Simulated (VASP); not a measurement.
## A VASP 6.6.1 single-point calculation on MgS

INCAR

```
NELM = 120
GGA = PE
ISIF = 2
ENCUT = 520
SIGMA = 0.01
NSW = 0
EDIFF = 1E-7
LWAVE = .FALSE.
NBANDS = 11
LREAL = .FALSE.
IBRION = -1
PREC = Accurate
LASPH = .TRUE.
ISMEAR = 0
LCHARG = .FALSE.
```

KPOINTS

```
KPOINTS created by Atomic Simulation Environment
0
Gamma
8 8 8
0 0 0
```

POSCAR

```
Mg S
 1.0000000000000000
     0.0000000000000000    2.8308768390485555    2.8308768390485555
     2.8308768390485555    0.0000000000000000    2.8308768390485555
     2.8308768390485555    2.8308768390485555    0.0000000000000000
 Mg  S
   1   1
Cartesian
  0.0000000000000000  0.0000000000000000 -0.0000000000000000
  1.4154384195242775  1.4154384195242775  1.4154384195242775
```

The recommended PBE PAW datasets give the neutral cell 8 valence electrons.

Command

```
mpirun -np 1 vasp_std
```

Problem. How does this run end, and what does it give?

Solution. It converged. Results: gap between bands v and c on the k mesh 3.46 eV; least direct gap on the k mesh 3.46 eV; pressure 0.9 GPa. Band v is the last that the valence electrons fill when counted band by band, and c is the next.

OSZICAR

```
N       E                     dE             d eps       ncg     rms          rms(c)
DAV:   1     0.240021129155E+02    0.24002E+02   -0.32925E+03   654   0.568E+02
DAV:   2    -0.704207745175E+01   -0.31044E+02   -0.29114E+02   798   0.973E+01
DAV:   3    -0.897243468423E+01   -0.19304E+01   -0.19269E+01   772   0.264E+01
DAV:   4    -0.898788931727E+01   -0.15455E-01   -0.15452E-01   774   0.284E+00
DAV:   5    -0.898805695414E+01   -0.16764E-03   -0.16764E-03   778   0.294E-01    0.404E+00
DAV:   6    -0.849820634088E+01    0.48985E+00   -0.12278E+00   700   0.412E+00    0.310E+00
DAV:   7    -0.846369678405E+01    0.34510E-01   -0.26922E-01   761   0.211E+00    0.242E+00
DAV:   8    -0.847132238046E+01   -0.76256E-02   -0.23388E-02   689   0.924E-01    0.136E+00
DAV:   9    -0.847045142280E+01    0.87096E-03   -0.23848E-03   701   0.242E-01    0.441E-01
DAV:  10    -0.847065940659E+01   -0.20798E-03   -0.67398E-04   722   0.122E-01    0.910E-02
DAV:  11    -0.847066463093E+01   -0.52243E-05   -0.54462E-05   767   0.301E-02    0.554E-02
DAV:  12    -0.847066603695E+01   -0.14060E-05   -0.69862E-06   719   0.131E-02    0.642E-03
DAV:  13    -0.847066602560E+01    0.11351E-07   -0.30595E-07   802   0.279E-03
   1 F= -.84706660E+01 E0= -.84706660E+01  d E =-.141038E-21
```

Standard output (part)

```
POSCAR found type information on POSCAR MgS
 POSCAR found :  2 types and       2 ions
 LDA part: xc-table for (Slater+PW92), standard interpolation
 POSCAR, INCAR and KPOINTS ok, starting setup
 WAVECAR not read
 entering main loop
```

For comparison, a separate PBE run of the intended cell, on usual settings and not on those above, gives a gap of 3.46 eV on its mesh and a pressure of 0.9 GPa.
